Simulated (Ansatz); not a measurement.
# ZrC (WC type): how the settings move a single-point run

How sensitive is a single-point run of ZrC (WC type) to its settings? A reference run comes first, then five runs with altered input.

Computed with Ansatz 0.2.0 (reference: DFT r2SCAN, scalar-relativistic, plane waves, PAW, unless a step's input says otherwise).

2 further runs of the same task are left out: 1 that didn't finish, 1 set aside as unsound or not needed. Runs told in other sessions of the task aren't counted.

## 1. The starting structure

Symmetry: P-6m2, No. 187, hexagonal system. The conventional cell has a = 3.273 Å, b = 3.273 Å, c = 2.931 Å, α = 90.00°, β = 90.00°, γ = 120.00°. Zr (site symmetry -6m2) is surrounded by 6 C at 2.39 Å. C (site symmetry -6m2) has 6 Zr at 2.39 Å in its first shell of neighbours.

As a file:

```
CELL_PARAMETERS angstrom
3.27292 0.00000 0.00000
-1.63646 2.83443 0.00000
0.00000 0.00000 2.93105
ATOMIC_POSITIONS crystal
Zr 0.00000 0.00000 0.00000
C 0.66667 0.33333 0.50000
```

## 2. Reference

input.yaml

```yaml
crystal:
  lattice:
    - [3.272919481, 0.0, 0.0]
    - [-1.6364597405, 2.8344314151, 0.0]
    - [0.0, 0.0, 2.9310467534]
  atoms:
    - { symbol: Zr, position: [0.0, 0.0, 0.0] }
    - { symbol: C, position: [0.6666666667, 0.3333333333, 0.5] }
basis:
  ecutwfc: 500
  ecutrho_ratio: 4
kpoints:
  mp_grid: { grid: [12, 12, 12] }
  band_path:
    path:
      - [[0.0, 0.0, 0.0], [0.5, 0.0, 0.0], [0.33333333, 0.33333333, 0.0], [0.0, 0.0, 0.0], [0.0, 0.0, 0.5], [0.5, 0.0, 0.5], [0.33333333, 0.33333333, 0.5], [0.0, 0.0, 0.5]]
      - [[0.5, 0.0, 0.5], [0.5, 0.0, 0.0]]
      - [[0.33333333, 0.33333333, 0.5], [0.33333333, 0.33333333, 0.0]]
    npoints: 14
hamiltonian:
  xc: r2scan
scf:
  occupations: { method: gaussian, width: 0.05 }
  n_extra_bands: 11
output:
  forces: true
  stress: true
  eigenvalues: true
  populations: true
  dos: { projected: true, de: 0.02, nscf_kmesh: { grid: [18, 18, 18] } }
  bader: true
  write_density: true
  write_potential: true
  elf: true
  volumetric_format: npy
```

Command:

```sh
> ansatz run input.yaml --threads 2 --pin off --max-ram 2662MiB --backend cpu --events-out ev --progress --plain --runs-dir out
```

The main lines of its log:

```text
[...]
Basis set: ecut = 500 eV, 665 PW (Γ), exchange–correlation on 96×96×96 points (64 copies of the dense FFT grid, shifted against one another)
[...]
k-points: 133 of 1728 (time reversal used)
[...]
SCF iter   1: F=—  HF=-4447.139477 eV  |F-HF|=—  |Δ(HF+E_count)|=         —  Δρ=1.33e-2  dr2=5.93e-2  dr2_τ=1.12e-1  ethr=1.77e-3  ⟨swp⟩=5.5  Hψ=12114  notcnv=0  defer=293
preconditioner: auto → none  [metal: Δε(μ)=0.033 eV  Ē_g=15.546 eV  σ=0.050 eV  W_gap=0.33  n_scr=8 (ndim 8)  ℏωp=20.1 eV  f_vac=0.000  D(μ)=0.31/eV (n_scr^D=0)  sad-step TF]
SCF iter   2: F=—  HF=-4447.188600 eV  |F-HF|=—  |Δ(HF+E_count)|=   4.91e-2  Δρ=7.73e-3  dr2=1.65e-2  dr2_τ=7.09e-4  ethr=3.71e-4  ⟨swp⟩=2.2  Hψ=4892  notcnv=0  defer=692
[...]
SCF iter   6: F=—  HF=-4447.190025 eV  |F-HF|=—  |Δ(HF+E_count)|=   3.58e-6  Δρ=2.82e-5  dr2=1.62e-7  dr2_τ=2.52e-8  ethr=1.35e-8  ⟨swp⟩=2.0  Hψ=2393  notcnv=0  defer=692
SCF iter   7: F=-4447.190025 eV  HF=-4447.190025 eV  |F-HF|=1.73e-8  |Δ(HF+E_count)|=   1.92e-7  Δρ=9.36e-6  dr2=1.70e-8  dr2_τ=5.94e-10  ethr=6.25e-10  ⟨swp⟩=13.0  Hψ=16350  notcnv=0
[...]
SCF converged after 7 iterations
Free energy (F): -4447.190025 eV
[...]
E sigma→0 (E₀):  -4447.189694 eV
[...]
Fermi energy:    14.076218 eV
[...]
  P = ⅓ Tr σ = 0.0338 GPa (0.338 kbar)
[...]
```

It took 30 s on 2 threads of Arm Neoverse V1, shared host; peak memory 0.44 GiB.

## 3. Changed: mp_grid.grid [18, 18, 18]

input.yaml

```yaml
crystal:
  lattice:
    - [3.272919481008, 0.0, 0.0]
    - [-1.636459740504, 2.834431415093, 0.0]
    - [0.0, 0.0, 2.9310467534]
  atoms:
    - { symbol: Zr, position: [-3.700743415525e-17, 0.0, 0.0] }
    - { symbol: C, position: [0.6666666666667, 0.3333333333333, 0.5] }
basis:
  ecutwfc: 500
  ecutrho_ratio: 4
kpoints:
  mp_grid: { grid: [18, 18, 18] }
hamiltonian:
  xc: r2scan
scf:
  occupations: { method: gaussian, width: 0.05 }
output:
  forces: true
  stress: true
  write_density: true
  write_potential: true
  elf: true
  volumetric_format: npy
```

Command:

```sh
> ansatz run input.yaml --threads 2 --pin off --max-ram 2662MiB --backend cpu --events-out ev --progress --plain --runs-dir out
```

What it wrote, shortened:

```text
Warning: RAYON_NUM_THREADS=2 ignored (pool sized by the plan → 2); use --threads N
[...]
Pseudopotentials: kind: paw
Pseudopotential: Zr, paw, valence charge 12, recommended cutoff 500 eV (meta_gga), Zr.paw.azcp
Pseudopotential: C, paw, valence charge 4, recommended cutoff 500 eV (meta_gga), C.paw.azcp
Functional definition: r2SCAN
[...]
Crystal: 2 atoms, lattice volume = 27.191 Å³
Basis set: ecut = 500 eV, 665 PW (Γ), exchange–correlation on 96×96×96 points (64 copies of the dense FFT grid, shifted against one another)
Bands: 12, of which v1, the nominal top of the filled ones, is band 8 counted from 1 (7 counted from 0)
Symmetry: 12 space group operations
Space group: P-6m2 (ITA 187), of the structure as read, at distance tolerance 3.0e-5 Å
k-points: 370 of 5832 (time reversal used)
[...]
SCF iter   1: F=—  HF=-4447.140825 eV  |F-HF|=—  |Δ(HF+E_count)|=         —  Δρ=1.30e-2  dr2=5.81e-2  dr2_τ=1.11e-1  ethr=1.77e-3  ⟨swp⟩=5.8  Hψ=23428  notcnv=0
[...]
SCF iter   7: F=-4447.191596 eV  HF=-4447.191596 eV  |F-HF|=8.17e-9  |Δ(HF+E_count)|=   1.00e-7  Δρ=8.69e-6  dr2=1.30e-8  dr2_τ=1.08e-9  ethr=6.25e-10  ⟨swp⟩=9.6  Hψ=30027  notcnv=0
[...]
SCF converged after 7 iterations
Free energy (F): -4447.191596 eV
[...]
E sigma→0 (E₀):  -4447.191433 eV
Entropy (-TS):   -0.000326 eV (-0.163 meV/atom)
Fermi energy:    14.064600 eV
[...]
--- Forces (eV/Å), atoms counted from 1 ---
  atom   1  Zr    -0.00000000     0.00000000     0.00000000
  atom   2  C      0.00000000     0.00000000     0.00000000
[...]
--- Stress (GPa, compression-positive) ---
       -0.311384       0.000000       0.000000
        0.000000      -0.311384       0.000000
        0.000000       0.000000       0.545154
  P = ⅓ Tr σ = -0.0259 GPa (-0.259 kbar)
--- Band table (eV; the first three rows and the last of 370) ---
  k-point 0: bands = ["-35.9026", "-13.0020", "-13.0020", "-12.5904", "2.3664", "12.3604", "12.3604", "12.9318", "15.8856", "19.5326", "19.5326", "19.7654"]
[...]
```

Run time: 19 s. Hardware: 2 threads of Arm Neoverse V1, shared host; peak memory 0.52 GiB.

Changing the k-point mesh moves the energy by -0.8 meV/atom. The energy is not variational in the mesh, so the sign tells nothing.

## 4. Variant: hubbard.sites [{species: Zr, l: d, u_eff: 3.0}], hubbard.double_counting amf

input.yaml

```yaml
crystal:
  lattice:
    - [3.272919481008, 0.0, 0.0]
    - [-1.636459740504, 2.834431415093, 0.0]
    - [0.0, 0.0, 2.9310467534]
  atoms:
    - { symbol: Zr, position: [-3.700743415525e-17, 0.0, 0.0] }
    - { symbol: C, position: [0.6666666666667, 0.3333333333333, 0.5] }
basis:
  ecutwfc: 500
  ecutrho_ratio: 4
kpoints:
  mp_grid: { grid: [12, 12, 12] }
hamiltonian:
  xc: r2scan
  hubbard: { sites: [{ species: Zr, l: d, u_eff: 3.0 }], double_counting: amf }
scf:
  occupations: { method: gaussian, width: 0.05 }
output:
  forces: true
  stress: true
```

Command:

```sh
> ansatz run input.yaml --threads 2 --pin off --max-ram 2662MiB --backend cpu --events-out ev --progress --plain --runs-dir out
```

What it wrote, shortened:

```text
Warning: RAYON_NUM_THREADS=2 ignored (pool sized by the plan → 2); use --threads N
Zr: projections on atomic orbitals take those of the free atom [Ar 3d10] 4s2 4p6 4d2 5s2, of charge +0.00 (hamiltonian.pseudopotentials.projection_atoms); the dataset's partial waves leave at most 4.4e-6 of an orbital's norm unspanned inside its sphere
C: projections on atomic orbitals take those of the free atom [He] 2s2 2p2, of charge +0.00 (hamiltonian.pseudopotentials.projection_atoms); the dataset's partial waves leave at most 3.7e-9 of an orbital's norm unspanned inside its sphere
[...]
[... 4 set-up lines as earlier in the session ...]
[...]
Crystal: 2 atoms, lattice volume = 27.191 Å³
[...]
k-points: 133 of 1728 (time reversal used)
[...]
SCF iter   1: F=—  HF=-4447.745581 eV  |F-HF|=—  |Δ(HF+E_count)|=         —  Δρ=9.08e-2  dr2=3.86e0  dr2_τ=3.59e-1  ethr=3.10e-3  ⟨swp⟩=5.9  Hψ=8353  notcnv=0
[...]
SCF iter   7: F=-4447.210913 eV  HF=-4447.210913 eV  |F-HF|=1.60e-8  |Δ(HF+E_count)|=   5.06e-7  Δρ=1.59e-5  dr2=5.23e-8  dr2_τ=3.11e-9  ethr=6.25e-10  ⟨swp⟩=3.5  Hψ=6491  notcnv=0
[...]
SCF converged after 7 iterations
Free energy (F): -4447.210913 eV
[...]
E sigma→0 (E₀):  -4447.210567 eV
Entropy (-TS):   -0.000692 eV (-0.346 meV/atom)
Fermi energy:    14.071056 eV
[...]
DFT+U double counting: amf (around mean field; hamiltonian.hubbard.double_counting)
--- Forces (eV/Å), atoms counted from 1 ---
  atom   1  Zr    -0.00000000     0.00000000     0.00000000
  atom   2  C      0.00000000     0.00000000     0.00000000
[...]
--- Stress (GPa, compression-positive) ---
        0.035596       0.000000       0.000000
        0.000000       0.035596       0.000000
        0.000000       0.000000       0.245203
  P = ⅓ Tr σ = 0.1055 GPa (1.055 kbar)
Occupation matrices written to <dir>
```

Run time: 7.2 s. Hardware: 2 threads of Arm Neoverse V1, shared host; peak memory 0.44 GiB.

Changing the Hubbard U and double counting of the Hubbard term moves the energy by -10.4 meV/atom. The U term adds an energy of its own, so the shift says nothing about which run is better.

## 5. Changing settings: dispersion d3bjatm, occupations.method cold, occupations.width 0.1, accuracy high

input.yaml

```yaml
crystal:
  lattice:
    - [3.272919481008, 0.0, 0.0]
    - [-1.636459740504, 2.834431415093, 0.0]
    - [0.0, 0.0, 2.9310467534]
  atoms:
    - { symbol: Zr, position: [-3.700743415525e-17, 0.0, 0.0] }
    - { symbol: C, position: [0.6666666666667, 0.3333333333333, 0.5] }
basis:
  ecutwfc: 500
  ecutrho_ratio: 4
kpoints:
  mp_grid: { grid: [12, 12, 12] }
hamiltonian:
  xc: r2scan
  dispersion: d3bjatm
scf:
  occupations: { method: cold, width: 0.1 }
output:
  forces: true
  stress: true
accuracy: high
```

Command:

```sh
> ansatz run input.yaml --threads 2 --pin off --max-ram 2662MiB --backend cpu --events-out ev --progress --plain --runs-dir out
```

What it wrote, shortened:

```text
Warning: RAYON_NUM_THREADS=2 ignored (pool sized by the plan → 2); use --threads N
[...]
[... 4 set-up lines as earlier in the session ...]
[...]
Crystal: 2 atoms, lattice volume = 27.191 Å³
Basis set: ecut = 500 eV, 665 PW (Γ), exchange–correlation on 135×135×125 points (125 copies of the dense FFT grid, shifted against one another)
Bands: 12, of which v1, the nominal top of the filled ones, is band 8 counted from 1 (7 counted from 0)
[... 2 set-up lines as earlier in the session ...]
k-points: 133 of 1728 (time reversal used)
[...]
SCF iter   1: F=—  HF=-4447.441294 eV  |F-HF|=—  |Δ(HF+E_count)|=         —  Δρ=1.32e-2  dr2=5.93e-2  dr2_τ=1.12e-1  ethr=1.77e-3  ⟨swp⟩=5.2  Hψ=8224  notcnv=0
[...]
SCF iter   9: F=-4447.492083 eV  HF=-4447.492083 eV  |F-HF|=0.00e0  |Δ(HF+E_count)|=  2.79e-10  S|Δr|=    0.00e0  Δρ=1.87e-7  dr2=8.31e-12  dr2_τ=2.97e-13  ethr=1.00e-12  ⟨swp⟩=5.3  Hψ=8105  notcnv=0
[...]
SCF converged after 9 iterations
Stability not checked: this state was not tested for a lower state beside it, because cold or Methfessel-Paxton smearing, or corrected tetrahedra, fill the levels in a way that the test cannot read (fill_not_monotonic; see scf.lower_state_search)
Free energy (F): -4447.492083 eV
[...]
E sigma→0 (E₀):  -4447.492003 eV
Entropy (-TS):   -0.000240 eV (-0.120 meV/atom)
Fermi energy:    14.071516 eV
[...]
--- Forces (eV/Å), atoms counted from 1 ---
  atom   1  Zr    -0.00000000     0.00000000     0.00000000
  atom   2  C     -0.00000000     0.00000000     0.00000000
[...]
--- Stress (GPa, compression-positive) ---
       -1.536963       0.000000       0.000000
        0.000000      -1.536963       0.000000
        0.000000       0.000000      -1.327325
  P = ⅓ Tr σ = -1.4671 GPa (-14.671 kbar)
```

It took 8.9 s on 2 threads of Arm Neoverse V1, shared host; peak memory 0.51 GiB.

The energy moves by -151.2 meV/atom, nearly all of it the dispersion term itself (-151.0 meV/atom); that offset belongs to the model and is no gain or loss of stability; the pressure goes from 0.0 to -1.5 GPa.

## 6. Changing settings: xc pbesol

input.yaml

```yaml
crystal:
  lattice:
    - [3.272919481008, 0.0, 0.0]
    - [-1.636459740504, 2.834431415093, 0.0]
    - [0.0, 0.0, 2.9310467534]
  atoms:
    - { symbol: Zr, position: [-3.700743415525e-17, 0.0, 0.0] }
    - { symbol: C, position: [0.6666666666667, 0.3333333333333, 0.5] }
basis:
  ecutwfc: 500
  ecutrho_ratio: 4
kpoints:
  mp_grid: { grid: [12, 12, 12] }
hamiltonian:
  xc: pbesol
scf:
  occupations: { method: gaussian, width: 0.05 }
output:
  forces: true
  stress: true
```

Command:

```sh
> ansatz run input.yaml --threads 2 --pin off --max-ram 2662MiB --backend cpu --events-out ev --progress --plain --runs-dir out
```

What it wrote, shortened:

```text
Warning: RAYON_NUM_THREADS=2 ignored (pool sized by the plan → 2); use --threads N
[...]
[... 1 set-up line as earlier in the session ...]
Pseudopotential: Zr, paw, valence charge 12, recommended cutoff 420 eV (normal), Zr.paw.azcp
Pseudopotential: C, paw, valence charge 4, recommended cutoff 420 eV (normal), C.paw.azcp
Functional definition: PBEsol
[...]
Crystal: 2 atoms, lattice volume = 27.191 Å³
Basis set: ecut = 500 eV, 665 PW (Γ), exchange–correlation on 48×48×48 points (8 copies of the dense FFT grid, shifted against one another)
Bands: 12, of which v1, the nominal top of the filled ones, is band 8 counted from 1 (7 counted from 0)
[... 2 set-up lines as earlier in the session ...]
k-points: 133 of 1728 (time reversal used)
[...]
SCF iter   1: F=—  HF=-4375.694933 eV  |F-HF|=—  |Δ(HF+E_count)|=         —  Δρ=1.31e-2  dr2=5.41e-2  ethr=1.77e-3  ⟨swp⟩=5.5  Hψ=8192  notcnv=0
[...]
SCF iter   6: F=-4375.684713 eV  HF=-4375.684713 eV  |F-HF|=3.28e-10  |Δ(HF+E_count)|=   1.14e-8  Δρ=1.63e-6  dr2=8.38e-10  ethr=1.27e-10  ⟨swp⟩=2.2  Hψ=5496  notcnv=0
[...]
SCF converged after 6 iterations
Free energy (F): -4375.684713 eV
[...]
E sigma→0 (E₀):  -4375.684449 eV
Entropy (-TS):   -0.000527 eV (-0.263 meV/atom)
Fermi energy:    13.878234 eV
[...]
--- Forces (eV/Å), atoms counted from 1 ---
  atom   1  Zr    -0.00000000     0.00000000     0.00000000
  atom   2  C      0.00000000     0.00000000     0.00000000
[...]
--- Stress (GPa, compression-positive) ---
       -5.281895      -0.000000       0.000000
       -0.000000      -5.281895       0.000000
        0.000000       0.000000      -4.366639
  P = ⅓ Tr σ = -4.9768 GPa (-49.768 kbar)
```

It took 2.6 s on 2 threads of Arm Neoverse V1, shared host; peak memory 0.36 GiB.

Total energies don't compare across a change of functional; the pressure goes from 0.0 to -5.0 GPa. At this fixed cell a lower pressure means that this functional prefers a smaller volume than the reference.

## 7. Changed: xc_grid 3

input.yaml

```yaml
crystal:
  lattice:
    - [3.272919481008, 0.0, 0.0]
    - [-1.636459740504, 2.834431415093, 0.0]
    - [0.0, 0.0, 2.9310467534]
  atoms:
    - { symbol: Zr, position: [-3.700743415525e-17, 0.0, 0.0] }
    - { symbol: C, position: [0.6666666666667, 0.3333333333333, 0.5] }
basis:
  ecutwfc: 500
  ecutrho_ratio: 4
  xc_grid: 3
kpoints:
  mp_grid: { grid: [12, 12, 12] }
hamiltonian:
  xc: r2scan
scf:
  occupations: { method: gaussian, width: 0.05 }
output:
  forces: true
  stress: true
```

Command:

```sh
> ansatz run input.yaml --threads 2 --pin off --max-ram 2662MiB --backend cpu --events-out ev --progress --plain --runs-dir out
```

What it wrote, shortened:

```text
Warning: RAYON_NUM_THREADS=2 ignored (pool sized by the plan → 2); use --threads N
[...]
[... 4 set-up lines as earlier in the session ...]
[...]
Crystal: 2 atoms, lattice volume = 27.191 Å³
Basis set: ecut = 500 eV, 665 PW (Γ), exchange–correlation on 72×72×72 points (27 copies of the dense FFT grid, shifted against one another)
Bands: 12, of which v1, the nominal top of the filled ones, is band 8 counted from 1 (7 counted from 0)
[... 2 set-up lines as earlier in the session ...]
k-points: 133 of 1728 (time reversal used)
[...]
SCF iter   1: F=—  HF=-4447.139448 eV  |F-HF|=—  |Δ(HF+E_count)|=         —  Δρ=1.34e-2  dr2=6.09e-2  dr2_τ=1.12e-1  ethr=1.77e-3  ⟨swp⟩=5.8  Hψ=8403  notcnv=0
[...]
SCF iter   7: F=-4447.190026 eV  HF=-4447.190026 eV  |F-HF|=8.92e-9  |Δ(HF+E_count)|=   1.09e-7  Δρ=9.35e-6  dr2=1.63e-8  dr2_τ=9.44e-10  ethr=6.25e-10  ⟨swp⟩=4.4  Hψ=5374  notcnv=0
[...]
SCF converged after 7 iterations
Free energy (F): -4447.190026 eV
[...]
E sigma→0 (E₀):  -4447.189695 eV
Entropy (-TS):   -0.000662 eV (-0.331 meV/atom)
Fermi energy:    14.076234 eV
[...]
--- Forces (eV/Å), atoms counted from 1 ---
  atom   1  Zr    -0.00000000     0.00000000     0.00000000
  atom   2  C      0.00000000     0.00000000     0.00000000
[...]
--- Stress (GPa, compression-positive) ---
       -0.012343       0.000000       0.000000
       -0.000000      -0.012343       0.000000
        0.000000       0.000000       0.125986
  P = ⅓ Tr σ = 0.0338 GPa (0.338 kbar)
```

It took 5 s on 2 threads of Arm Neoverse V1, shared host; peak memory 0.38 GiB.

Changing the numerical grids hardly moves the energy: 0.0 meV/atom.

## 8. Side by side

| run | ending | energy change | pressure (GPa) | gap (eV) | force (eV/Å) | cycles | time |
| --- | --- | --- | --- | --- | --- | --- | --- |
| reference | converged | 0 | 0.0 | 0.00 | 0.00 | 7 | 30 s |
| 1: mp_grid.grid [18, 18, 18] | converged | -0.8 meV/atom | 0.0 | 0.00 | 0.00 | 7 | 19 s |
| 2: hubbard.sites [{species: Zr, l: d, u_eff: 3.0}], hubbard.double_counting amf | converged | -10.4 meV/atom (Hubbard term changed: no physical gain or loss) | 0.1 | 0.00 | 0.00 | 7 | 7.2 s |
| 3: dispersion d3bjatm, occupations.method cold, occupations.width 0.1, accuracy high | converged | -151.2 meV/atom (σ→0) (dispersion and other settings together) | -1.5 | 0.00 | 0.00 | 9 | 8.9 s |
| 4: xc pbesol | converged | not comparable | -5.0 | 0.00 | 0.00 | 6 | 2.6 s |
| 5: xc_grid 3 | converged | 0.0 meV/atom | 0.0 | 0.00 | 0.00 | 7 | 5 s |

Times don't compare one to one where runs were asked for different outputs or read a saved state (see the inputs); cycles may leave out searches for a lower state.

Residual by cycle in the longest SCF loop of each run; runs are numbered as in the table. The quantity is the density residual dr2, in eV.

| cycle | reference | run 1 | run 2 | run 3 | run 4 | run 5 |
| --- | --- | --- | --- | --- | --- | --- |
| 1 | 0.0593 | 0.0581 | 3.86 | 0.0593 | 0.0541 | 0.0609 |
| 2 | 0.0165 | 0.0157 | 0.388 | 0.0159 | 0.00329 | 0.016 |
| 3 | 2.4e-4 | 2.0e-4 | 0.0443 | 1.9e-4 | 1.3e-4 | 2.0e-4 |
| 4 | 1.4e-4 | 5.0e-5 | 5.2e-4 | 3.9e-5 | 8.0e-7 | 4.4e-5 |
| 5 | 2.2e-6 | 8.9e-6 | 1.3e-5 | 8.9e-6 | 2.0e-8 | 9.3e-6 |
| 6 | 1.6e-7 | 1.2e-7 | 2.3e-6 | 1.4e-7 | 8.4e-10 | 1.3e-7 |
| 7 | 1.7e-8 | 1.3e-8 | 5.2e-8 | 1.7e-8 | - | 1.6e-8 |
| 8 | - | - | - | 3.3e-9 | - | - |
| 9 | - | - | - | 8.3e-12 | - | - |

What this shows: Of the converged runs whose energies compare with the reference's, «mp_grid.grid [18, 18, 18]» moves the energy most (-0.8 meV/atom). A changed U is a change of model: its shifts are not errors of convergence.
